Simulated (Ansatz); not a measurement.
Method: DFT PBE, scalar-relativistic, plane waves, PAW (Ansatz 0.2.0). Settings: cutoff 420 eV, Γ-centred meshes spaced at most about 0.3 Å⁻¹, and about 0.25 Å⁻¹ or finer for metals (2π included), Gaussian smearing. No spin polarisation.

The zero of energy is the elements' standard structures at the same level (O₂ as a molecule); no fitted shifts are applied.

These are static total energies at zero pressure. Larger cells and other orderings weren't all tried, so the list isn't exhaustive.

A search for Zn6O gave 6 distinct relaxed structures. Coordination counts Zn atoms around O (those within 1.25 times the shortest such distance or 1.15 times the sum of covalent radii, 1.27 where that leaves under three). Cells relaxed within their symmetry can be saddle points.

Question: Which structure of Zn6O came out lowest?

Answer: The one with space group P3m1 (No. 156), reached from: a cell proposed by chemical analogy. It has a = 2.998 Å, c = 13.220 Å, 14.7 Å³/atom, no gap on the mesh. Zn on its first site has 1 O at 1.92 Å, 3 Zn at 2.61 Å and 6 Zn at 3.00 Å; Zn on its second site has 3 O at 1.99 Å, 3 Zn at 2.77 Å and 6 Zn at 3.00 Å; Zn on its third site is surrounded by 6 Zn at 2.61–2.67 Å and 6 Zn at 3.00 Å; O is surrounded by 4 Zn at 1.92–1.99 Å, 6 O at 3.00 Å and 1 Zn at 3.15 Å; 3 more sites not described. Its energy over the elements is −0.29 eV/atom. Whether it is stable depends on the other phases of the system, which aren't compared here. An observed structure of this formula, if there is one, may be missing.

```
Zn O
1.0
     2.99821    0.00000    0.00000
    -1.49911    2.59653    0.00000
     0.00000    0.00000   13.21989
Zn O
6 1
Direct
  0.33333 0.66667 0.23099
  0.00000 0.00000 0.01093
  0.00000 0.00000 0.37905
  0.33333 0.66667 0.53260
  0.00000 0.00000 0.68874
  0.33333 0.66667 0.84705
  0.33333 0.66667 0.08563
```

Question: How much higher is the R-3m structure with 14.4 Å³/atom and coordination O 2 (reached from: random cell)?

Answer: 132 meV/atom. It has no gap on its mesh.

Question: How much higher is the P-31c structure with 14.4 Å³/atom and coordination O 6 (reached from: a cell proposed by chemical analogy)?

Answer: 100 meV/atom. It has no gap on its mesh.

Some structure types and database cells were kept out of the candidates from the start, so a known form may be missing.
